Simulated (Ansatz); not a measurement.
# AlGaN₂: how the free axis answers a strain

AlGaN₂, P-4m2, a = 3.115 Å, c = 4.384 Å. The structure is a Materials Project entry; whether it is the stable form wasn't checked. Ansatz: LDA, PAW, 420 eV, Γ-centred 8×8×6 mesh on 4 atoms, Gaussian smearing 0.02 eV; no spin polarisation. Series: uniaxial strain along a, with b, c and atoms relaxed; x is the strain in per cent. y is the change of c in per cent of 4.384 Å.

| x (%) | y (%) |
| --- | --- |
| -6.0 | ? |
| -4.0 | 2.34 |
| -2.0 | 1.20 |
| 0.0 | 0.00 |
| 2.0 | -1.28 |
| 4.0 | -2.63 |
| 6.0 | -4.07 |

Q: Fit y = c1 x + c2 x² to the other rows, say what c1 measures, and predict the missing y.

A: Least squares on the rows shown. y = −0.6216 x − 0.009361 x². So −c1 = 0.622 is Poisson's ratio for this pair of axes, over the isotropic limit of 0.5, which a direction in an anisotropic crystal may pass. Along b the same runs (not shown) give -0.11: b grows with the strained axis. At x = -6.0 the fit asked for gives 3.39 %. The run gave 3.42 %, so the fit is 0.03 % too low, a small miss on the scale of the series.